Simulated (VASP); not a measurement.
# ZrC (Fm-3m) in VASP: notebook

The runs below take ZrC through relaxation of cell and atoms, with PBEsol.

Everything below comes from runs of VASP 6.6.1. Logs are shortened: lines on timing, memory, paths and dates and some standing lists are left out, and cuts for length are marked.

## Step 1: Starting point

Symmetry: Fm-3m, No. 225, cubic system. The conventional cell has a = 4.730 Å, b = 4.730 Å, c = 4.730 Å, α = 90.00°, β = 90.00°, γ = 90.00°. Zr (site symmetry m-3m) has 6 C at 2.37 Å as nearest neighbours. C (site symmetry m-3m) is surrounded by 6 Zr at 2.37 Å.

## Step 2: Relaxation of cell and atoms, PBEsol, target pressure 5 GPa, at which the enthalpy is minimised

INCAR

```
ALGO = Fast
EDIFF = 1E-6
EDIFFG = -0.01
ENCUT = 600
GGA = PS
IBRION = 2
ISIF = 3
ISMEAR = -1
LASPH = True
LCHARG = False
LREAL = False
LWAVE = False
NELM = 60
NSW = 60
PREC = Accurate
PSTRESS = 50
SIGMA = 0.05
```

KPOINTS

```
k-points
0
Gamma
  10 10 10
```

POSCAR

```
ZrC
1.0
    0.0000000000      2.3650000000      2.3650000000
    2.3650000000      0.0000000000      2.3650000000
    2.3650000000      2.3650000000      0.0000000000
Zr C
1 1
Direct
    0.5000000000      0.5000000000      0.5000000000
    0.0000000000      0.0000000000      0.0000000000
```

Potentials or basis: VASP PAW PBE potentials, release 64 (Zr_sv, C).

Command:

```bash
$ cat potpaw_PBE.64/Zr_sv/POTCAR potpaw_PBE.64/C/POTCAR > POTCAR
$ mpirun -np 1 vasp_std > vasp.out
```

OUTCAR:

```text
EDIFF = 1E-6
   EDIFFG = -0.01
   ENCUT = 600
   GGA = PS
   IBRION = 2
   ISIF = 3
   ISMEAR = -1
   LASPH = True
   LREAL = False
   NELM = 60
   NSW = 60
   PREC = Accurate
   PSTRESS = 50

 ion  position               nearest neighbor table
   1  0.500  0.500  0.500-   2 2.37   2 2.37   2 2.37   2 2.37   2 2.37   2 2.37
   2  0.000  0.000  0.000-   1 2.37   1 2.37   1 2.37   1 2.37   1 2.37   1 2.37

  LATTYP: Found a face centered cubic cell.
 ALAT       =     4.7300000000

  Lattice vectors:

 A1 = (   0.0000000000,   2.3650000000,   2.3650000000)
 A2 = (   2.3650000000,   0.0000000000,   2.3650000000)
 A3 = (   2.3650000000,   2.3650000000,   0.0000000000)

Analysis of symmetry for initial positions (statically):
=====================================================================
 Subroutine PRICEL returns:
 Original cell was already a primitive cell.

 Routine SETGRP: Setting up the symmetry group for a
 face centered cubic supercell.

 Subroutine GETGRP returns: Found 48 space group operations
 (whereof 48 operations were pure point group operations)
 out of a pool of 48 trial point group operations.

The static configuration has the point symmetry O_h .

Analysis of symmetry for dynamics (positions and initial velocities):
=====================================================================
 Subroutine PRICEL returns:
 Original cell was already a primitive cell.

 Routine SETGRP: Setting up the symmetry group for a
 face centered cubic supercell.

 Subroutine GETGRP returns: Found 48 space group operations
 (whereof 48 operations were pure point group operations)
 out of a pool of 48 trial point group operations.

The dynamic configuration has the point symmetry O_h .

 Subroutine INISYM returns: Found 48 space group operations
 (whereof 48 operations are pure point group operations),
 and found     1 'primitive' translations

----------------------------------------------------------------------------------------

                                     Primitive cell

  volume of cell :      26.4560

  direct lattice vectors                    reciprocal lattice vectors
     0.000000000  2.365000000  2.365000000    -0.211416490  0.211416490  0.211416490
     2.365000000  0.000000000  2.365000000     0.211416490 -0.211416490  0.211416490
     2.365000000  2.365000000  0.000000000     0.211416490  0.211416490 -0.211416490

  length of vectors
     3.344615075  3.344615075  3.344615075     0.366184103  0.366184103  0.366184103

  position of ions in fractional coordinates (direct lattice)
     0.500000000  0.500000000  0.500000000
     0.000000000  0.000000000  0.000000000

  ion indices of the primitive-cell ions
   primitive index   ion index
                 1           1
                 2           2

----------------------------------------------------------------------------------------

 KPOINTS: k-points

Automatic generation of k-mesh.
 Grid dimensions read from file:
 generate k-points for:   10   10   10

 Generating k-lattice:

  Cartesian coordinates                     Fractional coordinates (reciprocal lattice)
    -0.021141649  0.021141649  0.021141649     0.100000000  0.000000000  0.000000000
     0.021141649 -0.021141649  0.021141649     0.000000000  0.100000000  0.000000000
     0.021141649  0.021141649 -0.021141649     0.000000000  0.000000000  0.100000000

  Length of vectors
     0.036618410  0.036618410  0.036618410

  Shift w.r.t. Gamma in fractional coordinates (k-lattice)
     0.000000000  0.000000000  0.000000000

 Subroutine IBZKPT returns following result:
 ===========================================

 Found     47 irreducible k-points:

 Following reciprocal coordinates:
            Coordinates               Weight
  0.000000  0.000000  0.000000      1.000000
  0.100000  0.000000  0.000000      8.000000
  0.200000  0.000000  0.000000      8.000000
  0.300000  0.000000  0.000000      8.000000
  0.400000  0.000000  0.000000      8.000000
  0.500000  0.000000  0.000000      4.000000
[... 16 lines left out ...]
  0.300000  0.300000  0.000000      6.000000
  0.400000  0.300000  0.000000     24.000000
 [... further k-points ...]
   k-points           NKPTS =     47   k-points in BZ     NKDIM =     47   number of bands    NBANDS=     12
   number of dos      NEDOS =    301   number of ions     NIONS =      2
   total plane-waves  NPLWV =  21952
   dimension x,y,z NGX =    28 NGY =   28 NGZ =   28
   dimension x,y,z NGXF=    56 NGYF=   56 NGZF=   56
   ions per type =               1   1
   NGX,Y,Z   is equivalent  to a cutoff of  13.92, 13.92, 13.92 a.u.
   NGXF,Y,Z  is equivalent  to a cutoff of  27.84, 27.84, 27.84 a.u.
 SYSTEM =  unknown system
   PREC   = accura    normal or accurate (medium, high low for compatibility)
   ISTART =      0    job   : 0-new  1-cont  2-samecut
   ICHARG =      2    charge: 1-file 2-atom 10-const
   ISPIN  =      1    spin polarized calculation?
   LNONCOLLINEAR =      F non collinear calculations
   LSORBIT =      F    spin-orbit coupling
   LASPH  =      T    aspherical Exc in radial PAW
   ENCUT  =  600.0 eV  44.10 Ry    6.64 a.u.   6.68  6.68  6.68*2*pi/ulx,y,z
   NELM   =     60;   NELMIN=  2; NELMDL= -5     # of ELM steps
   EDIFF  = 0.1E-05   stopping-criterion for ELM
   LREAL  =      F    real-space projection
   EDIFFG = -.1E-01   stopping-criterion for IOM
   NSW    =     60    number of steps for IOM
   IBRION =      2    ionic relax: 0-MD 1-quasi-New 2-CG
   NFREE  =      1    steps in history (QN), initial steepest desc. (CG)
   ISIF   =      3    stress and relaxation
   ISYM   =      2    0-nonsym 1-usesym 2-fastsym
   POTIM  = 0.5000    time-step for ionic-motion
   TEBEG  =    0.0;   TEEND  =   0.0 temperature during run
   PSTRESS=   50.0 pullay stress
   NELECT =      16.0000    total number of electrons
   NUPDOWN=      -1.0000    fix difference up-down
   EMIN   =  10.00;   EMAX   =-10.00  energy-range for DOS
   EFERMI =   0.00;   METHOD = LEGACY
   ISMEAR =    -1;   SIGMA  =   0.05  broadening in eV -4-tet -1-fermi 0-gaus
   EFERMI_NEDOS =   21; number of points for ismear=-14 and -15
   IALGO  =     68    algorithm
   IMIX   =      4    mixing-type and parameters
     AMIX     =   0.40;   BMIX     =  1.00
     AMIX_MAG =   1.60;   BMIX_MAG =  1.00
  volume/ion in A,a.u.               =      13.23        89.27
  Fermi-wavevector in a.u.,A,eV,Ry     =   1.384439  2.616209 26.077880  1.916670
  Thomas-Fermi vector in A             =   2.508943
   LORBIT       =      0    0 simple, 1 ext, 2 COOP (PROOUT), +10 PAW based schemes
   GGA     = PS    functional components
   LHFCALC =     F    Hartree Fock is set to
   AEXX    =    0.0000 exact exchange contribution
   IVDW    =     0    specifies the selected vdW correction
   LEPSILON=     F    determine dielectric tensor
   LRPA    =     F    only Hartree local field effects (RPA)
 conjugate gradient relaxation of ions
 non-spin polarized calculation
 RMM-DIIS sequential band-by-band and
  energy-cutoff  :      600.00
  volume of cell :       26.46
 maximum number of plane-waves:       903
   NGX = 13   NGY = 13   NGZ = 13

--------------------------------------- Ionic step        1  -------------------------------------------

 number of electron      16.0000000 magnetization

 Free energy of the ion-electron system (eV)
  ---------------------------------------------------
  ext. energy  EPLUGINS =         0.00000000
  ---------------------------------------------------
  free energy    TOTEN  =       -20.54794955 eV

  energy without entropy =      -20.54530760  energy(sigma->0) =      -20.54662858

------------------------ aborting loop because EDIFF is reached ----------------------------------------

  FORCE on cell =-STRESS in cart. coord.  units (eV):
  Direction    XX          YY          ZZ          XY          YZ          ZX
  --------------------------------------------------------------------------------------
  -------------------------------------------------------------------------------------
  Total       -1.3599342     -1.3599342     -1.3599342      0.0000000     -0.0000000      0.0000000
  in kB      -82.3578589    -82.3578589    -82.3578589      0.0000000     -0.0000000      0.0000000
  external PRESSURE =    -132.3578589 kB  Pullay stress =      50.0000000 kB
[... 23 lines left out ...]
  enthalpy is  TOTEN    =       -19.7223245177 eV   P V=        0.8256250340

--------------------------------------- Ionic step        2  -------------------------------------------

 number of electron      16.0000000 magnetization

 E-fermi :  11.2762     XC(G=0): -13.0033

 val. band max:       11.2654854491   @ k =   0.1000   0.1000   0.0000
 cond. band min:      11.2986026752   @ k =   0.4000   0.4000   0.0000
 fundamental gap:      0.0331172261
 Fermi energy:        11.2762260718

 k-point     1 :       0.0000    0.0000    0.0000
  band No.  band energies     occupation
      1     -36.2221      2.00000
      2     -13.8254      2.00000
      3     -13.8254      2.00000
      4     -13.8254      2.00000
      5      -0.5078      2.00000
      6      12.2205      0.00000
      7      12.2205      0.00000
      8      12.2205      0.00000
      9      12.3123      0.00000
     10      12.3123      0.00000
     11      12.3123      0.00000
     12      14.4563      0.00000
[... 418 lines left out ...]
  enthalpy is  TOTEN    =       -19.7869371867 eV   P V=        0.7805272393

--------------------------------------- Ionic step        4  -------------------------------------------

 number of electron      16.0000000 magnetization

 Free energy of the ion-electron system (eV)
  ---------------------------------------------------
  ext. energy  EPLUGINS =         0.00000000
  ---------------------------------------------------
  free energy    TOTEN  =       -20.56625562 eV

  energy without entropy =      -20.56379695  energy(sigma->0) =      -20.56502628

 E-fermi :   9.9610     XC(G=0): -12.4730

 val. band max:        9.8985347192   @ k =   0.4000   0.4000   0.0000
 cond. band min:      10.0216546476   @ k =   0.1000   0.1000   0.0000
 fundamental gap:      0.1231199285
 Fermi energy:         9.9609643302

 k-point     1 :       0.0000    0.0000    0.0000
  band No.  band energies     occupation
      1     -37.8786      2.00000
      2     -15.5921      2.00000
      3     -15.5921      2.00000
      4     -15.5921      2.00000
      5      -1.4679      2.00000
      6      10.9093      0.00000
      7      10.9093      0.00000
      8      10.9093      0.00000
      9      11.0155      0.00000
     10      11.0155      0.00000
     11      11.0155      0.00000
     12      12.8657      0.00000
[... 374 lines left out ...]
  FREE ENERGIE OF THE ION-ELECTRON SYSTEM (eV)
  ---------------------------------------------------
  free  energy   TOTEN  =       -20.5662556188 eV

  energy  without entropy=      -20.5637969455  energy(sigma->0) =      -20.56502628

  enthalpy is  TOTEN    =       -19.7870037376 eV   P V=        0.7792518812

 reached required accuracy - stopping structural energy minimisation
```

It took 1.8 min on 1 thread of Intel Xeon Platinum 8488C (Sapphire Rapids), shared host; peak memory 0.18 GiB.

What came out:

- Free energy: -20.5663 eV
- Relaxed volume: 12.48 Å³/atom
- Relaxed cell: a = 3.281 Å, b = 3.281 Å, c = 3.281 Å, α = 60.00°, β = 60.00°, γ = 60.00°
- Space group after relaxing (to 0.05 Å): Fm-3m (No. 225)
- Energy change on relaxing (the enthalpy is what falls): -9.2 meV/atom
- Ionic steps: 4
- Pressure after relaxing: 4.9 GPa
- Band gap on the k mesh: none (metal or under the smearing width)

Step by step:
```
step  energy change (eV)  largest force (eV/Å)  pressure (GPa)  volume (Å³)
   1              0.0000                0.0000           -8.24        26.46
   2              0.2912                0.0000           37.74        22.49
   3             -0.0195                0.0000            4.53        25.01
   4             -0.0183                0.0000            4.87        24.97
```

Final structure:
```xyz
2
Lattice="0.0000 2.3199 2.3199 2.3199 0.0000 2.3199 2.3199 2.3199 0.0000" Properties=species:S:1:pos:R:3 pbc="T T T"
Zr    2.3199    2.3199    2.3199
C     2.3199    4.6397    2.3199
```

Caveat: the cell is relaxed towards a set pressure, so the enthalpy falls and the energy may rise; the PAW data sets were made with another functional, which shifts forces and pressure a little.

(Continued in part 2 of 2.)
